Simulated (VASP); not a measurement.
## ZrC: relaxation of cell and atoms with LDA

ZrC:

```
Zr C
1.0
     0.00000    2.36500    2.36500
     2.36500    0.00000    2.36500
     2.36500    2.36500    0.00000
Zr C
1 1
Direct
  0.50000 0.50000 0.50000
  0.00000 0.00000 0.00000
```

```yaml
Program: VASP 6.6.1
Task: relaxation of cell and atoms
Functional: LDA
Potentials_or_basis: VASP PAW LDA potentials, release 64 (Zr_sv, C)
Cutoff: 600 eV
k_mesh: 8 × 8 × 8
Occupations: fermi-dirac, width 0.05 eV
Spin: no spin polarisation
Ladder: gaps
Further_INCAR_settings: ALGO = Fast; EDIFF = 1e-07; IBRION = 2; EDIFFG = -0.02; NSW = 60; ISIF = 3
```

```
Relaxed volume                         : 12.53 Å³/atom
Relaxed cell                           : a = 3.285 Å, b = 3.285 Å, c = 3.285 Å, α = 60.00°, β = 60.00°, γ = 60.00°
Space group after relaxing (to 0.05 Å) : Fm-3m (No. 225)
Energy gained by relaxing              : 27.5 meV/atom
Ionic steps                            : 4
Pressure after relaxing                : 0.0 GPa
Band gap on the k mesh                 : none (metal or under the smearing width)
```

The path:
| step | energy change (eV) | largest force (eV/Å) | pressure (GPa) | volume (Å³) |
| --- | --- | --- | --- | --- |
| 1 | 0.0000 | 0.0000 | -12.02 | 26.46 |
| 2 | 0.1211 | 0.0000 | 27.50 | 22.83 |
| 3 | -0.0550 | 0.0000 | -0.38 | 25.09 |
| 4 | -0.0551 | 0.0000 | -0.02 | 25.06 |

Final structure:
```cif
data_structure
_symmetry_space_group_name_H-M 'P 1'
_symmetry_Int_Tables_number 1
_cell_length_a 3.2846
_cell_length_b 3.2846
_cell_length_c 3.2846
_cell_angle_alpha 60.000
_cell_angle_beta 60.000
_cell_angle_gamma 60.000
_cell_volume 25.06
loop_
_atom_site_label
_atom_site_type_symbol
_atom_site_fract_x
_atom_site_fract_y
_atom_site_fract_z
_atom_site_occupancy
Zr1 Zr 0.50000 0.50000 0.50000 1
C1 C 0.00000 0.00000 0.00000 1
```

Levels at points of the mesh, in eV from the Fermi level:
```
           k point  band 6  band 7  band 8  band 9  band 10  band 11
(0.00, 0.00, 0.00)    1.00    1.00    1.00    1.09     1.09     1.09
(0.50, 0.00, 0.00)   -5.40   -3.01   -3.01    4.69     4.69     5.56
(0.50, 0.50, 0.00)   -1.91   -1.88    0.16    0.16     4.69     5.93
```

It took 48 s on 1 thread of Intel(R) Xeon(R) Platinum 8488C (Sapphire Rapids) (shared host), peak memory 0.16 GiB.

LDA usually gives volumes a few per cent too small. Zero-point motion and thermal expansion aren't in these numbers.
